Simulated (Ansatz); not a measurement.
# A series in volume scale on BAs

Results calculated with Ansatz 0.2.0, not measured. Periodic Kohn-Sham DFT of a crystal at fixed atoms, scaled to volume_scale times the given cell; pressure positive in compression, energy less spherical unpolarised free atoms, largest_vzz the field gradient of largest size among the nuclei.

The cell before it is scaled or strained (space group F-43m, No. 216):
```
BAs
1.0
      0.0000     2.3885     2.3885
      2.3885     0.0000     2.3885
      2.3885     2.3885     0.0000
B As
1 1
Direct
  0.00000 0.00000 0.00000
  0.75000 0.75000 0.75000
```

Settings of every row: method all-electron PAW; functional LDA; relativity scalar; k mesh 15x15x15; filling fermi-dirac; smearing width 0.03 eV; nucleus gaussian.

Atom start moment: 0 on all atoms.

```
row  volume scale  V (Å³/atom)  pressure (GPa)
  1          0.94       12.809           5.287
  2          0.96       13.081           1.892
  3          0.98       13.354          -1.167
  4          0.99        13.49          -2.581
  5             1       13.626               ?
  6          1.01       13.762          -5.198
  7          1.02       13.899          -6.406
  8          1.04       14.171          -8.641
  9          1.06       14.444         -10.652
```

Question: what pressure should row 5 give?

Worked fit of pressure. Take u = (V_r/V)^(2/3) − 1 with V_r = 13.626 Å³ an atom, which is twice the finite (Eulerian) strain; such expansions in the strain, on which the Birch-Murnaghan equation of state is built, carry the rest volume and the bulk modulus. The shown rows have u = 0.04208, 0.02759, 0.01353, 0.00671, -0.0066, -0.01314, -0.02581, -0.03812. Least squares give pressure = −3.9224 + 196.525 × u + 527.34 × u² GPa; a straight line predicts inner rows, each left out in turn, worse (root mean square 0.27 against 0.0067 GPa). The rows lie off it by 0.006, -0.009, 0.000, -0.001, -0.002, 0.008, 0.002, -0.004 (root mean square 0.0051 GPa). The pressure vanishes at u = 0.0190, or V = 13.25 Å³ an atom, and there the bulk modulus at fixed shape and fractions is B = −V dP/dV = (2/3)(1 + u) dP/du = 147 GPa. The withheld row has u = 0, so the fit gives −3.9224 + 196.525 × (0) + 527.34 × (0)² = -3.922 GPa.

The calculation gave -3.924 GPa. The fit lies 0.002 GPa (0.013 % of the column's range) above it; its largest miss of a shown row is 0.009 GPa.
